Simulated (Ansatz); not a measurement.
Wires are cut from relaxed bulk SiC (P6_3mc, 10.50 Å³/atom, gap on the mesh 2.31 eV); atoms and period are relaxed, and energies count from that bulk. Caps count from half an H2 molecule.

Theory: Ansatz 0.2.0, DFT PBE, scalar-relativistic, plane waves, PAW.

Cutoff 420 eV, Gaussian smearing of 0.05 eV, energies at zero smearing, symmetry of each start kept, no spin polarisation.

```json
{"start": "[001] wire, 6 host atoms a period with H caps", "atoms": "16", "k mesh": "1×1×7", "excess energy (eV per host atom)": "-0.085", "line energy (eV/Å)": "-0.096", "period (Å)": "5.322", "gap on the mesh (eV)": "5.51", "highest filled level or Fermi level under vacuum (eV)": "6.52"}
{"start": "[001] wire, 8 host atoms a period with H caps", "atoms": "20", "k mesh": "1×1×7", "excess energy (eV per host atom)": "-0.073", "line energy (eV/Å)": "-0.111", "period (Å)": "5.240", "gap on the mesh (eV)": "5.32", "highest filled level or Fermi level under vacuum (eV)": "6.43"}
{"start": "[001] wire, 12 host atoms a period with H caps", "atoms": "28", "k mesh": "1×1×7", "excess energy (eV per host atom)": "-0.058", "line energy (eV/Å)": "-0.135", "period (Å)": "5.212", "gap on the mesh (eV)": "4.90", "highest filled level or Fermi level under vacuum (eV)": "6.16"}
```

An odd mesh misses points on the zone edge, so a gap read on it can be too wide.

Each run keeps its start's symmetry and one magnetic start, so lower states can exist.

Cost: 3 runs of about 8.7 core-minutes in all, on Arm Neoverse V2 (shared hosts).